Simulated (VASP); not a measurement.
# W (Pm-3m) in VASP: a series of runs

Runs on W. Level: PBE. Tasks: relaxation of cell and atoms, single point.

Everything below comes from runs of VASP 6.6.1. Logs are shortened: lines on timing, memory, paths and dates and some standing lists are left out, and cuts for length are marked.

### 1 The crystal as given

Symmetry: Pm-3m, No. 221, cubic system. Conventional cell: a = 2.555 Å, b = 2.555 Å, c = 2.555 Å, α = 90.00°, β = 90.00°, γ = 90.00°. Around W (site symmetry m-3m) lie 6 W at 2.56 Å.

The cell was built by a generator and needn't be a form met in nature.

### 2 Relaxation of cell and atoms, PBE

Input file INCAR:

```
ALGO = Normal
EDIFF = 1E-6
EDIFFG = -0.04
ENCUT = 600
GGA = PE
IBRION = 2
ISIF = 3
ISMEAR = 0
LASPH = True
LCHARG = False
LREAL = False
LWAVE = False
NELM = 100
NSW = 90
PREC = Accurate
SIGMA = 0.1
```

Input file KPOINTS:

```
k-points
0
Gamma
  6 6 6
```

Input file POSCAR:

```
W
1.0
    2.5551488903      0.0000000000      0.0000000000
    0.0000000000      2.5551488903      0.0000000000
    0.0000000000      0.0000000000      2.5551488903
W
1
Direct
    0.0000000000      0.0000000000      0.0000000000
```

Potentials or basis: VASP PAW PBE potentials, release 64 (W_sv).

Run with:

```bash
$ cat potpaw_PBE.64/W_sv/POTCAR > POTCAR
$ mpirun -np 1 vasp_std > vasp.out
```

OUTCAR:

```text
EDIFF = 1E-6
   EDIFFG = -0.04
   ENCUT = 600
   GGA = PE
   IBRION = 2
   ISIF = 3
   ISMEAR = 0
   LASPH = True
   LREAL = False
   NELM = 100
   NSW = 90
   PREC = Accurate

 ion  position               nearest neighbor table
   1  0.000  0.000  0.000-

  LATTYP: Found a simple cubic cell.
 ALAT       =     2.5551488903

  Lattice vectors:

 A1 = (   2.5551488903,   0.0000000000,   0.0000000000)
 A2 = (   0.0000000000,   2.5551488903,   0.0000000000)
 A3 = (   0.0000000000,   0.0000000000,   2.5551488903)

Analysis of symmetry for initial positions (statically):
=====================================================================
 Subroutine PRICEL returns:
 Original cell was already a primitive cell.

 Routine SETGRP: Setting up the symmetry group for a
 simple cubic supercell.

 Subroutine GETGRP returns: Found 48 space group operations
 (whereof 48 operations were pure point group operations)
 out of a pool of 48 trial point group operations.

The static configuration has the point symmetry O_h .

Analysis of symmetry for dynamics (positions and initial velocities):
=====================================================================
 Subroutine PRICEL returns:
 Original cell was already a primitive cell.

 Routine SETGRP: Setting up the symmetry group for a
 simple cubic supercell.

 Subroutine GETGRP returns: Found 48 space group operations
 (whereof 48 operations were pure point group operations)
 out of a pool of 48 trial point group operations.

The dynamic configuration has the point symmetry O_h .

 Subroutine INISYM returns: Found 48 space group operations
 (whereof 48 operations are pure point group operations),
 and found     1 'primitive' translations

----------------------------------------------------------------------------------------

                                     Primitive cell

  volume of cell :      16.6820

  direct lattice vectors                    reciprocal lattice vectors
     2.555148890  0.000000000  0.000000000     0.391366626  0.000000000  0.000000000
     0.000000000  2.555148890  0.000000000     0.000000000  0.391366626  0.000000000
     0.000000000  0.000000000  2.555148890     0.000000000  0.000000000  0.391366626

  length of vectors
     2.555148890  2.555148890  2.555148890     0.391366626  0.391366626  0.391366626

  position of ions in fractional coordinates (direct lattice)
     0.000000000  0.000000000  0.000000000

  ion indices of the primitive-cell ions
   primitive index   ion index
                 1           1

----------------------------------------------------------------------------------------

 KPOINTS: k-points

Automatic generation of k-mesh.
 Grid dimensions read from file:
 generate k-points for:    6    6    6

 Generating k-lattice:

  Cartesian coordinates                     Fractional coordinates (reciprocal lattice)
     0.065227771  0.000000000  0.000000000     0.166666667  0.000000000  0.000000000
     0.000000000  0.065227771  0.000000000     0.000000000  0.166666667  0.000000000
     0.000000000  0.000000000  0.065227771     0.000000000  0.000000000  0.166666667

  Length of vectors
     0.065227771  0.065227771  0.065227771

  Shift w.r.t. Gamma in fractional coordinates (k-lattice)
     0.000000000  0.000000000  0.000000000

 Subroutine IBZKPT returns following result:
 ===========================================

 Found     20 irreducible k-points:

 Following reciprocal coordinates:
            Coordinates               Weight
  0.000000  0.000000  0.000000      1.000000
  0.166667  0.000000  0.000000      6.000000
  0.333333  0.000000  0.000000      6.000000
  0.500000  0.000000  0.000000      3.000000
  0.166667  0.166667  0.000000     12.000000
  0.333333  0.166667  0.000000     24.000000
[... 12 lines left out ...]
  0.500000  0.500000  0.333333      6.000000
  0.500000  0.500000  0.500000      1.000000
   k-points           NKPTS =     20   k-points in BZ     NKDIM =     20   number of bands    NBANDS=     11
   number of dos      NEDOS =    301   number of ions     NIONS =      1
   total plane-waves  NPLWV =   8000
   dimension x,y,z NGX =    20 NGY =   20 NGZ =   20
   dimension x,y,z NGXF=    40 NGYF=   40 NGZF=   40
   ions per type =               1
   NGX,Y,Z   is equivalent  to a cutoff of  13.01, 13.01, 13.01 a.u.
   NGXF,Y,Z  is equivalent  to a cutoff of  26.03, 26.03, 26.03 a.u.
 SYSTEM =  unknown system
   PREC   = accura    normal or accurate (medium, high low for compatibility)
   ISTART =      0    job   : 0-new  1-cont  2-samecut
   ICHARG =      2    charge: 1-file 2-atom 10-const
   ISPIN  =      1    spin polarized calculation?
   LNONCOLLINEAR =      F non collinear calculations
   LSORBIT =      F    spin-orbit coupling
   LASPH  =      T    aspherical Exc in radial PAW
   ENCUT  =  600.0 eV  44.10 Ry    6.64 a.u.   5.10  5.10  5.10*2*pi/ulx,y,z
   NELM   =    100;   NELMIN=  2; NELMDL= -5     # of ELM steps
   EDIFF  = 0.1E-05   stopping-criterion for ELM
   LREAL  =      F    real-space projection
   EDIFFG = -.4E-01   stopping-criterion for IOM
   NSW    =     90    number of steps for IOM
   IBRION =      2    ionic relax: 0-MD 1-quasi-New 2-CG
   NFREE  =      1    steps in history (QN), initial steepest desc. (CG)
   ISIF   =      3    stress and relaxation
   ISYM   =      2    0-nonsym 1-usesym 2-fastsym
   POTIM  = 0.5000    time-step for ionic-motion
   TEBEG  =    0.0;   TEEND  =   0.0 temperature during run
   PSTRESS=    0.0 pullay stress
   NELECT =      14.0000    total number of electrons
   NUPDOWN=      -1.0000    fix difference up-down
   EMIN   =  10.00;   EMAX   =-10.00  energy-range for DOS
   EFERMI =   0.00;   METHOD = LEGACY
   ISMEAR =     0;   SIGMA  =   0.10  broadening in eV -4-tet -1-fermi 0-gaus
   EFERMI_NEDOS =   21; number of points for ismear=-14 and -15
   IALGO  =     38    algorithm
   IMIX   =      4    mixing-type and parameters
     AMIX     =   0.40;   BMIX     =  1.00
     AMIX_MAG =   1.60;   BMIX_MAG =  1.00
  volume/ion in A,a.u.               =      16.68       112.58
  Fermi-wavevector in a.u.,A,eV,Ry     =   1.544192  2.918100 32.443486  2.384529
  Thomas-Fermi vector in A             =   2.649748
   LORBIT       =      0    0 simple, 1 ext, 2 COOP (PROOUT), +10 PAW based schemes
   GGA     = PE    functional components
   LHFCALC =     F    Hartree Fock is set to
   AEXX    =    0.0000 exact exchange contribution
   IVDW    =     0    specifies the selected vdW correction
   LEPSILON=     F    determine dielectric tensor
   LRPA    =     F    only Hartree local field effects (RPA)
 conjugate gradient relaxation of ions
 non-spin polarized calculation
 Gauss-broadening in eV      SIGMA  =   0.10
  energy-cutoff  :      600.00
  volume of cell :       16.68
 maximum number of plane-waves:       587
   NGX = 11   NGY = 11   NGZ = 11

--------------------------------------- Ionic step        1  -------------------------------------------

 number of electron      14.0000002 magnetization

 Free energy of the ion-electron system (eV)
  ---------------------------------------------------
  ext. energy  EPLUGINS =         0.00000000
  ---------------------------------------------------
  free energy    TOTEN  =       -11.48462546 eV

  energy without entropy =      -11.47695840  energy(sigma->0) =      -11.48079193

 E-fermi :  10.5770     XC(G=0): -13.2050

 val. band max:       10.2829379307   @ k =   0.3333   0.3333   0.1667
 cond. band min:      10.6134905258   @ k =   0.3333   0.3333   0.1667
 fundamental gap:      0.3305525952
 Fermi energy:        10.5770086930

 k-point     1 :       0.0000    0.0000    0.0000
  band No.  band energies     occupation
      1     -63.4505      2.00000
      2     -26.9100      2.00000
      3     -26.9100      2.00000
      4     -26.9100      2.00000
      5       1.5648      2.00000
      6       5.7496      2.00000
      7       5.7496      2.00000
      8      15.9374      0.00000
      9      15.9374      0.00000
     10      15.9374      0.00000
     11      26.1010      0.00000

 k-point     2 :       0.1667    0.0000    0.0000
  band No.  band energies     occupation
      1     -63.4156      2.00000
      2     -27.3614      2.00000
      3     -26.8715      2.00000
      4     -26.8715      2.00000
      5       2.4640      2.00000
      6       5.9973      2.00000
      7       6.8512      2.00000
      8      14.4803      0.00000
      9      14.4803      0.00000
     10      16.0514      0.00000
     11      22.7656      0.00000
[... 342 lines left out ...]
 POSITION                                       TOTAL-FORCE (eV/Angst)
 -----------------------------------------------------------------------------------
      0.00000      0.00000      0.00000         0.000000      0.000000      0.000000
 -----------------------------------------------------------------------------------
    total drift:                               -0.000000      0.000000      0.000000

  FREE ENERGIE OF THE ION-ELECTRON SYSTEM (eV)
  ---------------------------------------------------
  free  energy   TOTEN  =       -11.5903760789 eV

  energy  without entropy=      -11.5820608509  energy(sigma->0) =      -11.58621846

--------------------------------------- Ionic step        4  -------------------------------------------

 number of electron      14.0000000 magnetization

 Free energy of the ion-electron system (eV)
  ---------------------------------------------------
  ext. energy  EPLUGINS =         0.00000000
  ---------------------------------------------------
  free energy    TOTEN  =       -11.59142397 eV

  energy without entropy =      -11.58314406  energy(sigma->0) =      -11.58728401

 E-fermi :   9.3910     XC(G=0): -12.7128

 val. band max:        9.1264925144   @ k =   0.3333   0.3333   0.1667
 cond. band min:       9.4400110224   @ k =   0.3333   0.3333   0.1667
 fundamental gap:      0.3135185080
 Fermi energy:         9.3910003415

 k-point     1 :       0.0000    0.0000    0.0000
  band No.  band energies     occupation
      1     -64.7114      2.00000
      2     -28.3164      2.00000
      3     -28.3164      2.00000
      4     -28.3164      2.00000
      5       0.8226      2.00000
      6       5.0526      2.00000
      7       5.0526      2.00000
      8      14.1175      0.00000
      9      14.1175      0.00000
     10      14.1175      0.00000
     11      24.0856      0.00000

 k-point     2 :       0.1667    0.0000    0.0000
  band No.  band energies     occupation
      1     -64.6871      2.00000
      2     -28.6556      2.00000
      3     -28.2876      2.00000
      4     -28.2876      2.00000
      5       1.6488      2.00000
      6       5.2734      2.00000
      7       5.9881      2.00000
      8      12.8717      0.00000
      9      12.8717      0.00000
     10      14.2150      0.00000
     11      20.9108      0.00000
[... 272 lines left out ...]
 POSITION                                       TOTAL-FORCE (eV/Angst)
 -----------------------------------------------------------------------------------
      0.00000      0.00000      0.00000         0.000000     -0.000000      0.000000
 -----------------------------------------------------------------------------------
    total drift:                                0.000000      0.000000      0.000000

  FREE ENERGIE OF THE ION-ELECTRON SYSTEM (eV)
  ---------------------------------------------------
  free  energy   TOTEN  =       -11.5914239714 eV

  energy  without entropy=      -11.5831440570  energy(sigma->0) =      -11.58728401

 reached required accuracy - stopping structural energy minimisation
```

It took 7.2 s on 1 thread of Intel Xeon Platinum 8488C (Sapphire Rapids), shared host; peak memory 0.13 GiB.

What came out:

```yaml
Free_energy: -11.5914 eV
Relaxed_volume: 18.25 Å³/atom
Relaxed_cell: a = 2.633 Å, b = 2.633 Å, c = 2.633 Å, α = 90.00°, β = 90.00°, γ = 90.00°
Space_group_after_relaxing_to_0.05_Å: Pm-3m (No. 221)
Energy_gained_by_relaxing: 106.8 meV/atom
Ionic_steps: 4
Pressure_after_relaxing: -0.2 GPa
Band_gap_on_the_k_mesh: none (metal or under the smearing width)
```

The path:
```csv
step,energy change (eV),largest force (eV/Å),pressure (GPa),volume (Å³)
1,0.0000,0.0000,23.86,16.68
2,0.5497,0.0000,-32.44,23.43
3,-0.1058,0.0000,-2.01,18.40
4,-0.1068,0.0000,-0.21,18.25
```

Final structure:
```
CELL_PARAMETERS angstrom
2.63286 0.00000 0.00000
0.00000 2.63286 0.00000
0.00000 0.00000 2.63286
ATOMIC_POSITIONS crystal
W 0.00000 0.00000 0.00000
```

Levels at points of the mesh, in eV from the Fermi level:
| k point | band 4 | band 5 | band 6 | band 7 | band 8 | band 9 | band 10 | band 11 |
| --- | --- | --- | --- | --- | --- | --- | --- | --- |
| (0.00, 0.00, 0.00) | -37.71 | -8.57 | -4.34 | -4.34 | 4.73 | 4.73 | 4.73 | 14.69 |
| (0.50, 0.00, 0.00) | -37.59 | -5.08 | -3.37 | -0.73 | 0.94 | 0.94 | 5.13 | 9.22 |
| (0.50, 0.50, 0.00) | -37.48 | -5.53 | -2.91 | 1.71 | 1.71 | 4.76 | 4.76 | 7.38 |
| (0.50, 0.50, 0.50) | -38.66 | -3.88 | -3.88 | -3.88 | 7.66 | 7.66 | 11.55 | 11.55 |

Caveat: the k mesh is coarse (spacing up to 0.41 Å⁻¹), so the values aren't converged. The run has no spin-orbit coupling, so splittings on W are missing.

### 3 Single point, PBE

This run uses another cell than the first one: it holds 2 atoms, not 1.

Input file INCAR:

```
SYSTEM = W
PREC     = Accurate       ! precision mode
ENCUT    = 520            ! plane-wave cutoff, eV
EDIFF    = 1E-6           ! SCF threshold, eV
ISMEAR   = 0              ! smearing method
SIGMA    = 0.1            ! smearing width, eV
LREAL    = .False.        ! projectors in reciprocal space
LASPH    = .True.         ! aspherical terms in the spheres
NELM     = 100            ! most SCF steps
ALGO     = Normal         ! electronic algorithm
ISIF     = 2              ! what is computed and relaxed
LWAVE    = .False.        ! write WAVECAR
LCHARG   = .False.        ! write CHGCAR
GGA      = PE             ! functional
NBANDS   = 21             ! bands
```

Input file KPOINTS:

```
Automatic mesh
0
Gamma
  8 8 8
  0 0 0
```

Input file POSCAR:

```
W
1.0
   -2.4656804795      2.4656804795      1.3450742167
    2.4656804795     -2.4656804795      1.3450742167
    2.4656804795      2.4656804795     -1.3450742167
W
2
Direct
    0.0000000000      0.0000000000      0.0000000000
    0.7500000000      0.2500000000      0.5000000000
```

Potentials or basis: VASP PAW PBE potentials, release 64 (W_sv).

Run with:

```bash
$ cat potpaw_PBE.64/W_sv/POTCAR > POTCAR
$ mpirun -np 1 vasp_std > vasp.out
```

Run time: 18 s. Hardware: 1 thread of Intel Xeon Platinum 8488C (Sapphire Rapids), shared host; peak memory 0.17 GiB.

The run converged. Its results:

```
Free energy            : -23.4442 eV
Pressure               : 21.2 GPa
Band gap on the k mesh : none (metal or under the smearing width)
```

Stress tensor (GPa, compression positive):
```
24.38  0.00  0.00
 0.00 24.38  0.00
 0.00  0.00 14.79
```

Levels at points of the mesh, in eV from the Fermi level:
| k point | band 12 | band 13 | band 14 | band 15 | band 16 | band 17 |
| --- | --- | --- | --- | --- | --- | --- |
| (0.00, 0.00, 0.00) | -3.81 | -2.66 | 1.84 | 1.84 | 1.92 | 1.92 |
| (0.50, 0.00, 0.00) | -2.94 | -0.62 | -0.32 | -0.19 | 1.95 | 3.37 |
| (0.50, 0.50, 0.00) | -3.22 | -1.42 | -1.42 | 0.31 | 0.31 | 3.29 |
| (0.50, 0.50, 0.50) | -2.65 | -0.58 | -0.58 | 1.14 | 1.14 | 2.62 |

Caveat: so large a pressure means that the cell lies far from this level's equilibrium, or that cutoff or potentials fall short. The run has no spin-orbit coupling, so splittings on W are missing.
